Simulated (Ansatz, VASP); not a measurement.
**Si in VASP and in Ansatz**

Contents of INCAR:

```
SYSTEM = Si
  PREC = Accurate
  ENCUT = 600
  EDIFF = 1E-6
  ISMEAR = -1
  SIGMA = 0.05
  LREAL = .FALSE.
  LASPH = .TRUE.
  NELM = 60
  ALGO = Normal
  ISIF = 3
  LWAVE = .FALSE.
  LCHARG = .FALSE.
  METAGGA = R2SCAN
  LMIXTAU = .TRUE.
  IBRION = 2
  NSW = 60
  EDIFFG = -0.01
```

KPOINTS

```
Automatic mesh
0
G
  8 8 8
  0 0 0
```

File POSCAR:

```
Si
1.0
    0.0000000000      2.7218511865      2.7218511865
    2.7218511865      0.0000000000      2.7218511865
    2.7218511865      2.7218511865      0.0000000000
Si
2
Direct
    0.5000000000      0.5000000000      0.5000000000
    0.7500000000      0.7500000000      0.7500000000
```

input.yaml

```yaml
crystal:
  lattice:
    - [0.0, 2.7218511865, 2.7218511865]
    - [2.7218511865, 0.0, 2.7218511865]
    - [2.7218511865, 2.7218511865, 0.0]
  atoms:
    - { symbol: Si, position: [0.5, 0.5, 0.5] }
    - { symbol: Si, position: [0.75, 0.75, 0.75] }
hamiltonian:
  xc: r2scan
  pseudopotentials: { kind: paw }
kpoints:
  mp_grid: { grid: [8, 8, 8] }
scf:
  occupations: { method: fermi_dirac, width: 0.05 }
output:
  forces: true
  stress: true
  write_density: true
  write_potential: true
  elf: true
  volumetric_format: npy
relax:
  f_tol: 0.01
  max_steps: 40
  cell: { stress_tol: 0.05 }
```

Alike in both runs: task relaxation of cell and atoms; functional r2SCAN; k mesh 8 × 8 × 8; occupations fermi-dirac, width 0.05 eV; no spin polarisation.

```csv
,VASP,Ansatz
version,VASP 6.6.1,Ansatz 0.2.0
potentials or method,"VASP PAW PBE potentials, release 64 (Si)",Ansatz PAW
plane-wave cutoff (eV),600,500
valence electrons in the cell,8,8
```

VASP gave:

```
gap on the k mesh at the Fermi level, each at its own relaxed structure (eV) : 0.82
relaxed volume (Å³/atom)                                                     : 20.12
relaxed cell length with the largest relative difference (Å)                 : 3.847
```

Problem. Which values does Ansatz return?

Solution. gap on the k mesh at the Fermi level, each at its own relaxed structure (eV): 0.81; relaxed volume (Å³/atom): 20.16; relaxed cell length with the largest relative difference (Å): 3.849.

Caveats: the PAW data sets were made with another functional, which shifts forces and pressure a little (VASP); the plane-wave basis is chosen anew once the cell has moved, so the energies of steps on either side of that aren't comparable (Ansatz); the PAW data sets come from PBE, with cores solved anew for the run's functional, which leaves a small shift of forces and pressure (Ansatz). r2SCAN opens gaps a little over a GGA but as a rule still falls short of measured ones. A k mesh can miss the band edges.
